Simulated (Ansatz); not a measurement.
## Zone-centre phonons of Rh at 8 GPa: input and output

Computed with DFT PBE, scalar-relativistic, plane waves, PAW in Ansatz 0.2.0.

Launched with:
```bash
ansatz run input.yaml --threads 1 --pin off --max-ram 3072MiB --backend cpu --events-out ev --progress --plain --runs-dir out
```

Input (bare energies are in eV):
```yaml
crystal:
  lattice:
    - [2.7005026188, 0.0, 0.0]
    - [-1.3502513094, 2.3387038709, 0.0]
    - [0.0, 0.0, 4.3524717011]
  atoms:
    - { symbol: Rh, position: [0.6666666667, 0.3333333333, 0.75] }
    - { symbol: Rh, position: [0.3333333333, 0.6666666667, 0.25] }
basis:
  ecutwfc: 420
kpoints:
  mp_grid: { grid: [18, 18, 10] }
hamiltonian:
  xc: pbe
scf:
  occupations: { method: fermi_dirac, width: 0.15 }
output:
  eigenvalues: true
phonons:
  method: dfpt
  eigenvectors: true
```

The end of the output:
```
--- Phonons (Γ-DFPT): 2 representative perturbations + reference, on 546 of 3240 k-points (Σ response iterations 7) ---
  k mesh reduced under 4 symmetry operations, with k and −k counted as one. Each operation leaves every solved displacement unchanged or reverses it
  ASR residual: 4.722e-4 → 0.000e0 eV/Å²; symmetrization residual: 7.798e-13 eV/Å²
  ASR residual per site (eV/Å²): 4.72e-4 4.72e-4
  Γ frequencies (cm⁻¹): 0.00 0.00 0.00 149.87 149.87 252.17
  non-analytic LO–TO correction: not included (Born effective charges unavailable; polar crystals: no LO–TO splitting at Γ)
```

It took 39 s on 1 thread of AMD EPYC 9R45 96-Core Processor (Zen 5), with other jobs on the host, peak memory 1.2 GiB.

In a metal, frequencies and elastic constants depend on the k mesh and the smearing, soft modes and shear constants most. Other phases may be more stable at this pressure.

This form isn't the element's structure at ambient conditions.